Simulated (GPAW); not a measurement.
# AlN (P6_3mc) in GPAW: notebook

Aim: see how the results for AlN move with the level of theory and the settings. Levels: PBEsol, PBE, PBEint. Tasks: piezoelectric tensor, band structure.

Everything below comes from runs of GPAW 26.7.0. Logs are shortened: lines on timing, memory, paths and dates and some standing lists are left out, and cuts for length are marked. The log counts tension as positive stress, the text compression.

**Measured values to compare with.**

“Self-assembly of well-separated AlN nanowires directly on sputtered metallic TiN films”, 2019, arxiv:1910.07391 quotes, for a bulk crystal of AlN at 10 K: band gap 6.034 eV (an exciton energy, a little under the gap).

How close the calculation comes is told below.

## Step 1: The crystal as given

The structure is hexagonal, space group P6_3mc (No. 186). Conventional cell: a = 3.113 Å, b = 3.113 Å, c = 4.981 Å, α = 90.00°, β = 90.00°, γ = 120.00°. Around Al (site symmetry 3m) lie 4 N at 1.89 Å. N (site symmetry 3m) has 4 Al at 1.89 Å as nearest neighbours.

## Step 2: Piezoelectric tensor, PBEsol, 10.45 Å³/atom

Contents of run.py:

```python
import json
import numpy as np
import spglib
from ase.constraints import FixSymmetry
from ase.io import read, write
from ase.optimize import BFGS
from ase.stress import full_3x3_to_voigt_6_stress, voigt_6_to_full_3x3_strain
from gpaw import GPAW, PW, setup_paths
from gpaw.berryphase import polarization_phase

setup_paths.insert(0, '.')

atoms = read('POSCAR')

calc = GPAW(mode=PW(680),
            xc='PBEsol',
            kpts={'size': (5, 5, 3), 'gamma': True},
            occupations={'name': 'fermi-dirac', 'width': 0.01},
            nbands=18,
            convergence={'density': 1e-06, 'eigenstates': 1e-09},
            maxiter=150,
            txt='gpaw.txt')
atoms.calc = calc
atoms.set_constraint(FixSymmetry(atoms))
BFGS(atoms, trajectory='relax.traj', logfile='-').run(fmax=0.005, steps=40)
atoms.set_constraint()
energy = atoms.get_potential_energy()
forces = atoms.get_forces()
stress = atoms.get_stress()
calc.write('gs.gpw')
write('result.traj', atoms)
print('Cell:', atoms.cell.cellpar().round(4))
print(atoms.get_scaled_positions().round(5))

cell = atoms.cell[:].T
dataset = spglib.get_symmetry((atoms.cell[:], atoms.get_scaled_positions(), atoms.numbers), symprec=1e-4)
rotations = [cell @ w @ np.linalg.inv(cell) for w in dataset['rotations']]

def phase(a, name):
    c = GPAW(mode=PW(680),
             xc='PBEsol',
             kpts={'size': (5, 5, 3), 'gamma': True},
             occupations={'name': 'fermi-dirac', 'width': 0.01},
             nbands=18,
             convergence={'density': 1e-06, 'eigenstates': 1e-09},
             maxiter=150,
             symmetry='off',
             txt=name + '.txt')
    b = a.copy()
    b.calc = c
    b.get_potential_energy()
    c.write('berry.gpw', 'all')
    return polarization_phase(gpw_wfs='berry.gpw')['phase_c']

strains, rows = [], {'clamped': [], 'relaxed': []}
for v in [0, 2, 3]:
    phases = {'clamped': [], 'relaxed': []}
    for e in (-0.01, 0.01):
        voigt = np.zeros(6)
        voigt[v] = e
        F = voigt_6_to_full_3x3_strain(voigt)
        a = atoms.copy()
        a.set_cell(atoms.cell[:] @ F, scale_atoms=True)
        phases['clamped'].append(phase(a, f'clamped-{v}{e:+.3f}'))
        c = GPAW(mode=PW(680),
                 xc='PBEsol',
                 kpts={'size': (5, 5, 3), 'gamma': True},
                 occupations={'name': 'fermi-dirac', 'width': 0.01},
                 nbands=18,
                 convergence={'density': 1e-06, 'eigenstates': 1e-09},
                 maxiter=150,
                 txt=f'relax-{v}{e:+.3f}.txt')
        a.calc = c
        BFGS(a, logfile=None).run(fmax=0.002, steps=30)
        phases['relaxed'].append(phase(a, f'relaxed-{v}{e:+.3f}'))
    for key, (lo, hi) in phases.items():
        dphi = (hi - lo + np.pi) % (2 * np.pi) - np.pi
        dP = dphi @ atoms.cell[:] / (2 * np.pi * atoms.get_volume()) * 16.021766  # C/m^2
        print(v, key, (dP / (2 * 0.01)).round(4), flush=True)
        rows[key] += [R @ dP for R in rotations]
    strains += [full_3x3_to_voigt_6_stress(R @ (2 * (F - np.eye(3))) @ R.T) * [1, 1, 1, 2, 2, 2] for R in rotations]

result = {key: np.linalg.lstsq(np.array(strains), np.array(P), rcond=None)[0].T for key, P in rows.items()}
for key, e_iv in result.items():
    print(f'Piezoelectric tensor, {key} ions (C/m^2):')
    print(e_iv.round(3))
json.dump({key: e_iv.tolist() for key, e_iv in result.items()}, open('piezo.json', 'w'))
```

Contents of POSCAR:

```
AlN
1.0
    3.1130000000      0.0000000000      0.0000000000
   -1.5565000000      2.6959370820      0.0000000000
    0.0000000000      0.0000000000      4.9810000000
Al N
2 2
Direct
    0.6666666667      0.3333333333      0.5000000000
    0.3333333333      0.6666666667      0.0000000000
    0.6666666667      0.3333333333      0.8800000000
    0.3333333333      0.6666666667      0.3800000000
```

Potentials or basis: PAW data sets generated in the run's folder for this functional, pw.

Run with:

```console
> gpaw-setup -f PBEsol Al N
> OMP_NUM_THREADS=1 python run.py
```

gpaw.txt:

```text
__  _  _
 | _ |_)|_||  |
 |__||  | ||/\| - 26.7.0

Input parameters:
  mode=PW(ecut=680.0),
  convergence={'density': 1e-06, 'eigenstates': 1e-09},
  kpts=MonkhorstPack(size=(5, 5, 3), gamma=True),
  maxiter=150,
  nbands=18,
  occupations=Occupations(name='fermi-dirac', width=0.01),
  xc=XC(name='PBEsol')

Diagonalizing LCAO Hamiltonian
Converting LCAO to pw mode

           N

           Al
        N

        Al

Atoms  # Å, Bohr magnetons
|   | symbol |        x |        y |        z |    initial magnetic moments |
|---|--------|----------|----------|----------|-----------------------------|
| 0 |     Al | 1.556500 | 0.898646 | 2.490500 | ( 0.0000,  0.0000,  0.0000) |
| 1 |     Al | 0.000000 | 1.797291 | 0.000000 | ( 0.0000,  0.0000,  0.0000) |
| 2 |      N | 1.556500 | 0.898646 | 4.383280 | ( 0.0000,  0.0000,  0.0000) |
| 3 |      N | 0.000000 | 1.797291 | 1.892780 | ( 0.0000,  0.0000,  0.0000) |

Unit cell  # Å
| periodic |         x |        y |        z |  lengths |     angles |
|----------|-----------|----------|----------|----------|------------|
|      yes |  3.113000 | 0.000000 | 0.000000 | 3.113000 |  90.000000 |
|      yes | -1.556500 | 2.695937 | 0.000000 | 3.113000 |  90.000000 |
|      yes |  0.000000 | 0.000000 | 4.981000 | 4.981000 | 120.000000 |

Number of symmetries: 6
Symmetry operations  # r_c * U_cc + t_c -> r_c
|   | kind |            matrix            |
|---|------|------------------------------|
| 0 |  σ   |  1, 1, 0,  0,-1, 0,  0, 0, 1 |
| 1 |  E   |  1, 0, 0,  0, 1, 0,  0, 0, 1 |
| 2 |  C3  |  0, 1, 0, -1,-1, 0,  0, 0, 1 |
| 3 |  σ   |  0,-1, 0, -1, 0, 0,  0, 0, 1 |
| 4 |  σ   | -1, 0, 0,  1, 1, 0,  0, 0, 1 |
| 5 |  C3  | -1,-1, 0,  1, 0, 0,  0, 0, 1 |

BZ-sampling:
  Number of BZ points: 75
  Number of IBZ points: 12

  Monkhorst-Pack size: [5, 5, 3]
  Monkhorst-Pack shift: [0, 0, 0]

K-points  # in reciprocal-cell coordinates
|     |                                coordinates |     weight |
|-----|--------------------------------------------|------------|
|   0 | (  0.00000000,   0.00000000,   0.00000000) | 0.01333333 |
|   1 | (  0.00000000,   0.00000000,   0.33333333) | 0.02666667 |
|   2 | (  0.20000000,   0.00000000,  -0.33333333) | 0.08000000 |
|   3 | (  0.20000000,   0.00000000,   0.00000000) | 0.08000000 |
|   4 | (  0.20000000,   0.00000000,   0.33333333) | 0.08000000 |
|   5 | (  0.40000000,  -0.20000000,   0.00000000) | 0.08000000 |
|   6 | (  0.40000000,  -0.20000000,   0.33333333) | 0.16000000 |
|   7 | (  0.40000000,   0.00000000,  -0.33333333) | 0.08000000 |
|   8 | (  0.40000000,   0.00000000,   0.00000000) | 0.08000000 |
|   9 | (  0.40000000,   0.00000000,   0.33333333) | 0.08000000 |
| ... |                                            |            |
|  11 | (  0.40000000,   0.40000000,   0.33333333) | 0.16000000 |

Plane wave coefficients: 1725
Cutoff: 680.0 eV

Spin-components: 1 (collinear spins)
Bands:           18
Projectors:      20
Spin-degeneracy: 2
Datatype:        complex128

Parallelization:
  kpt:    1
  domain: 1
  band:   1

Density:
  Valence electrons: 16.0
  Components: 1
  Grid points: [20 20 30]
  Charge: 0.0  # |e|

Potential:
  Grid points: [20 20 30]

species:
  Al:
    name:    Aluminium
    Z:       13.0
    valence: 3
    core:    10
    charge:  0.0  # [|e|]
    compensation charges:
      type: gauss
      rc: 0.34  # [Å]
      lmax: 2
    cutoffs:
      filter: 1.91  # [Å]
      core: 2.36  # [Å]
    projectors
    | kind |    occ | energy [eV] | rcut [Å] |
    |------|--------|-------------|----------|
    |   3s |  2.000 |      -7.715 |    1.085 |
    |   3p |  1.000 |      -2.689 |    1.085 |
    |    s |        |      19.497 |    1.085 |
    |    p |        |      24.522 |    1.085 |
    |    d |        |       0.000 |    1.085 |

    Using partial waves for Al as LCAO basis

  N:
    name:    Nitrogen
    Z:       7.0
    valence: 5
    core:    2
    charge:  0.0  # [|e|]
    compensation charges:
      type: gauss
      rc: 0.18  # [Å]
      lmax: 2
    cutoffs:
      filter: 1.11  # [Å]
      core: 0.96  # [Å]
    projectors
    | kind |    occ | energy [eV] | rcut [Å] |
    |------|--------|-------------|----------|
    |   2s |  2.000 |     -18.455 |    0.603 |
    |   2p |  3.000 |      -7.035 |    0.529 |
    |    s |        |       8.756 |    0.603 |
    |    p |        |      20.177 |    0.529 |
    |    d |        |       0.000 |    0.577 |

    Using partial waves for N as LCAO basis

Reference energy: -16132.195633  # eV

eigensolver:
  PPCG
  Converge bands: occupied
  niter=2

density mixing:
  MSR1-Mixer
  Pratt-step length: 0.05
  Maximum mixing coefficient: 0.75
  Old densities: 10
  SVD Regularization: 0.005
  Good broyden scale: 1.0
  Trust region scale: 1.0
  Backstep threshold: 4.0
  History deletion threshold: 6.0
  Fourier metric: weight=20.0, sigma=0.015

occupation numbers:
  Fermi-Dirac:
    width: 0.0100  # eV

poisson solver:
  ecut: 5440.0  # eV

xc functional:
  name: PBEsol with 2 nearest neighbor stencil

convergence criteria:
- Maximum integral of absolute [dens]ity change: 1e-06 electrons / valence electron
- Maximum integral of absolute [eigenst]ate change: 1e-09 eV^2 / valence electron
- Maximum [total energy] change in last 3 cyles: 0.0005 eV / valence electron
maximum number of iterations: 150

SCF iterations
|iter     | |      energy | eigst |  dens |
|---------|-|-------------|-------|-------|
|iter:   1| |  -35.045729 | -0.27 |       |
|iter:   2| |  -34.050194 | -2.07 | -0.56 |
|iter:   3| |  -31.131803 | -0.79 | -0.61 |
|iter:   4| |  -31.134889 | -2.92 | -1.25 |
|iter:   5| |  -31.139494c| -3.51 | -1.56 |
|iter:   6| |  -31.139566c| -5.65 | -2.79 |
|iter:   7| |  -31.139580c| -6.46 | -3.19 |
|iter:   8| |  -31.139580c| -7.86 | -4.31 |
|iter:   9| |  -31.139580c| -8.67 | -4.61 |
|iter:  10| |  -31.139580c|-10.28c| -5.09 |
|iter:  11| |  -31.139580c|-10.70c| -5.96 |
|iter:  12| |  -31.139580c|-11.43c| -6.42c|
[... 41 lines left out ...]
Gap: 4.150 eV
Transition (v -> c):
  (s=0, k=0, n=7, [0.00, 0.00, 0.00]) -> (s=0, k=0, n=8, [0.00, 0.00, 0.00])
No difference between direct/indirect transitions

Forces  # eV/Ang
|        x |       y |        z |
|----------|---------|----------|
|  0.00000 | 0.00000 | -0.13711 |  # Al   0
| -0.00000 | 0.00000 | -0.13711 |  # Al   1
|  0.00000 | 0.00000 |  0.13657 |  # N    2
|  0.00000 | 0.00000 |  0.13658 |  # N    3

           N

           Al
        N

        Al

Atoms  # Å, Bohr magnetons
|   | symbol |        x |        y |         z |    initial magnetic moments |
|---|--------|----------|----------|-----------|-----------------------------|
| 0 |     Al | 1.556500 | 0.898646 |  2.488541 | ( 0.0000,  0.0000,  0.0000) |
| 1 |     Al | 0.000000 | 1.797291 | -0.001959 | ( 0.0000,  0.0000,  0.0000) |
| 2 |      N | 1.556500 | 0.898646 |  4.385231 | ( 0.0000,  0.0000,  0.0000) |
| 3 |      N | 0.000000 | 1.797291 |  1.894731 | ( 0.0000,  0.0000,  0.0000) |

Unit cell  # Å
| periodic |         x |        y |        z |  lengths |     angles |
|----------|-----------|----------|----------|----------|------------|
|      yes |  3.113000 | 0.000000 | 0.000000 | 3.113000 |  90.000000 |
|      yes | -1.556500 | 2.695937 | 0.000000 | 3.113000 |  90.000000 |
|      yes |  0.000000 | 0.000000 | 4.981000 | 4.981000 | 120.000000 |

convergence criteria:
- Maximum integral of absolute [dens]ity change: 1e-06 electrons / valence electron
- Maximum integral of absolute [eigenst]ate change: 1e-09 eV^2 / valence electron
- Maximum [total energy] change in last 3 cyles: 0.0005 eV / valence electron
maximum number of iterations: 150

SCF iterations
|iter     | |      energy | eigst |  dens |
|---------|-|-------------|-------|-------|
|iter:   1| |  -31.140459c| -4.44 |       |
|iter:   2| |  -31.140457c| -6.73 | -3.40 |
|iter:   3| |  -31.140445c| -6.44 | -3.43 |
|iter:   4| |  -31.140444c| -6.94 | -3.82 |
|iter:   5| |  -31.140444c| -9.55c| -4.54 |
|iter:   6| |  -31.140444c| -9.27c| -5.05 |
|iter:   7| |  -31.140444c|-10.53c| -6.21c|

Converged in 7 steps
Energy contributions relative to reference atoms: (reference = -16132.195633)

Energy contributions:
  Kinetic:          34.470343
  Coulomb:         -29.851871
  Zero:              0.059669
  External:          0.000000
  Xc:              -35.818584
  Entropy:          -0.000000
  Spinorbit:         0.000000
  ----------------------------
  Free energy:     -31.140444
  Extrapolated:    -31.140444
[... 26 lines left out ...]
Gap: 4.139 eV
Transition (v -> c):
  (s=0, k=0, n=7, [0.00, 0.00, 0.00]) -> (s=0, k=0, n=8, [0.00, 0.00, 0.00])
No difference between direct/indirect transitions

Forces  # eV/Ang
|        x |       y |        z |
|----------|---------|----------|
| -0.00000 | 0.00000 | -0.08457 |  # Al   0
|  0.00000 | 0.00000 | -0.08457 |  # Al   1
|  0.00000 | 0.00000 |  0.08414 |  # N    2
| -0.00000 | 0.00000 |  0.08413 |  # N    3

           N

           Al
        N

        Al

Atoms  # Å, Bohr magnetons
|   | symbol |        x |        y |         z |    initial magnetic moments |
|---|--------|----------|----------|-----------|-----------------------------|
| 0 |     Al | 1.556500 | 0.898646 |  2.485392 | ( 0.0000,  0.0000,  0.0000) |
| 1 |     Al | 0.000000 | 1.797291 | -0.005108 | ( 0.0000,  0.0000,  0.0000) |
| 2 |      N | 1.556500 | 0.898646 |  4.388365 | ( 0.0000,  0.0000,  0.0000) |
| 3 |      N | 0.000000 | 1.797291 |  1.897865 | ( 0.0000,  0.0000,  0.0000) |

Unit cell  # Å
| periodic |         x |        y |        z |  lengths |     angles |
|----------|-----------|----------|----------|----------|------------|
|      yes |  3.113000 | 0.000000 | 0.000000 | 3.113000 |  90.000000 |
|      yes | -1.556500 | 2.695937 | 0.000000 | 3.113000 |  90.000000 |
|      yes |  0.000000 | 0.000000 | 4.981000 | 4.981000 | 120.000000 |

convergence criteria:
- Maximum integral of absolute [dens]ity change: 1e-06 electrons / valence electron
- Maximum integral of absolute [eigenst]ate change: 1e-09 eV^2 / valence electron
- Maximum [total energy] change in last 3 cyles: 0.0005 eV / valence electron
maximum number of iterations: 150

SCF iterations
|iter     | |      energy | eigst |  dens |
|---------|-|-------------|-------|-------|
|iter:   1| |  -31.141025c| -4.03 |       |
|iter:   2| |  -31.141020c| -6.32 | -3.19 |
|iter:   3| |  -31.140990c| -6.05 | -3.23 |
|iter:   4| |  -31.140986c| -6.48 | -3.59 |
|iter:   5| |  -31.140986c| -9.11c| -4.30 |
|iter:   6| |  -31.140986c| -9.95c| -4.76 |
|iter:   7| |  -31.140986c|-10.12c| -5.92 |
|iter:   8| |  -31.140986c|-11.09c| -6.26c|

Converged in 8 steps
Energy contributions relative to reference atoms: (reference = -16132.195633)
[... 38 lines left out ...]
Gap: 4.120 eV
Transition (v -> c):
  (s=0, k=0, n=7, [0.00, 0.00, 0.00]) -> (s=0, k=0, n=8, [0.00, 0.00, 0.00])
No difference between direct/indirect transitions

Forces  # eV/Ang
|       x |        y |        z |
|---------|----------|----------|
| 0.00000 | -0.00000 | -0.00251 |  # Al   0
| 0.00000 |  0.00000 | -0.00251 |  # Al   1
| 0.00000 |  0.00000 |  0.00230 |  # N    2
| 0.00000 |  0.00000 |  0.00230 |  # N    3

Stress tensor  # eV/Ang^3
|         x |         y |         z |
|-----------|-----------|-----------|
|  0.007294 |  0.000000 |  0.000000 |
| -0.000000 |  0.007294 | -0.000000 |
|  0.000000 | -0.000000 |  0.007797 |

# Writing to gs.gpw (mode='')
```

Wall time 12 min (1 thread of Arm Neoverse V1, shared host); peak memory 0.49 GiB.

What came out:

| Item | Value |
| --- | --- |
| Free energy | -31.1410 eV |
| Pressure after relaxing | -1.2 GPa |
| Band gap on the k mesh | 4.12 eV, direct |

Caveat: the k mesh is coarse (spacing up to 0.47 Å⁻¹), so the values aren't converged; the cutoff is short for stress and forces, so pressures can be off by a GPa or more; the density grid can change from cell to cell, which puts small steps into energies and stress.

[end of part 1 of 2]
